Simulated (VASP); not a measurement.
Wanted: the native input for a VASP 6.6.1 run.

```
Task                   : relaxation of cell and atoms
Functional             : LDA
Potentials or basis    : VASP PAW LDA potentials, release 64 (Zn, O)
Cutoff                 : 600 eV
k mesh                 : 9 × 9 × 6
Occupations            : gaussian, width 0.01 eV
Spin                   : no spin polarisation
Dipole correction      : no
Further INCAR settings : ALGO = Normal; EDIFF = 1e-06; IBRION = 2; EDIFFG = -0.001; NSW = 80; ISIF = 3
```

The structure of ZnO lies in POSCAR:

```
ZnO
1.0
    3.2500000000      0.0000000000      0.0000000000
   -1.6250000000      2.8145825623      0.0000000000
    0.0000000000      0.0000000000      5.2050000000
Zn O
2 2
Direct
    0.3333333333      0.6666666667      0.0000000000
    0.6666666667      0.3333333333      0.5000000000
    0.3333333333      0.6666666667      0.3820000000
    0.6666666667      0.3333333333      0.8820000000
```

The cell was built by a generator and needn't be a form met in nature.

The cell isn't the ideal one: cell and atoms relaxed at 0 GPa.

One way to write it, as run:

INCAR

```
SYSTEM = ZnO
PREC = Accurate
ENCUT = 600
EDIFF = 1E-6
ISMEAR = 0
SIGMA = 0.01
LREAL = .FALSE.
LASPH = .TRUE.
NELM = 60
ALGO = Normal
ISIF = 3
LWAVE = .FALSE.
LCHARG = .FALSE.
GGA = CA
IBRION = 2
NSW = 80
EDIFFG = -0.001
```

KPOINTS

```
regular mesh
0
G
  9 9 6
  0 0 0
```

Potentials or basis: VASP PAW LDA potentials, release 64 (Zn, O).

The run is started by

```sh
$ cat potpaw_LDA.64/Zn/POTCAR potpaw_LDA.64/O/POTCAR > POTCAR
$ mpirun -np 1 vasp_std > vasp.out
```

Results of the run:

- Relaxed volume: 11.40 Å³/atom
- Relaxed cell: a = 3.194 Å, b = 3.194 Å, c = 5.165 Å, α = 90.00°, β = 90.00°, γ = 120.00°
- Space group after relaxing (to 0.05 Å): P6_3mc (No. 186)
- Energy gained by relaxing: 10.5 meV/atom
- Ionic steps: 18
- Pressure after relaxing: 0.0 GPa
- Band gap on the k mesh: 0.80 eV, direct

It took 8.9 min on 1 thread of AMD EPYC 7R43 64-Core Processor (Zen 3), with other jobs on the host, peak memory 0.15 GiB.
